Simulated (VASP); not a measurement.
Crystal: GaSb.

```xyz
2
Lattice="0.0000 3.0590 3.0590 3.0590 0.0000 3.0590 3.0590 3.0590 0.0000" Properties=species:S:1:pos:R:3 pbc="T T T"
Sb    4.5885    4.5885    4.5885
Ga    0.0000    0.0000    0.0000
```

| Quantity | Value |
| --- | --- |
| Program | VASP 6.6.1 |
| Task | relaxation of cell and atoms |
| Functional | revPBE |
| Potentials or basis | VASP PAW PBE potentials, release 64 (Sb, Ga_d) |
| Cutoff | 600 eV |
| k mesh | 8 × 8 × 8 |
| Occupations | fermi-dirac, width 0.05 eV |
| Spin | no spin polarisation |

At the start: pressure 3.5 GPa; volume 28.62 Å³/atom.

Question: How do energy, volume and symmetry change on relaxing?

Answer: Over 3 steps the energy falls by 22.1 meV/atom and the volume is 30.76 Å³/atom (+7.5 %); space group F-43m (No. 216, to 0.05 Å).

The path:
```tsv
step	energy change (eV)	largest force (eV/Å)	pressure (GPa)	volume (Å³)
1	0.0000	0.0000	3.50	57.25
2	-0.0419	0.0000	-0.72	62.59
3	-0.0442	0.0000	0.01	61.51
```

Final structure:
```
Sb Ga
1.0
     0.00000    3.13316    3.13316
     3.13316    0.00000    3.13316
     3.13316    3.13316    0.00000
Sb Ga
1 1
Direct
  0.75000 0.75000 0.75000
  0.00000 0.00000 0.00000
```

Caveat: the PAW data sets were made with another functional, which shifts forces and pressure a little.
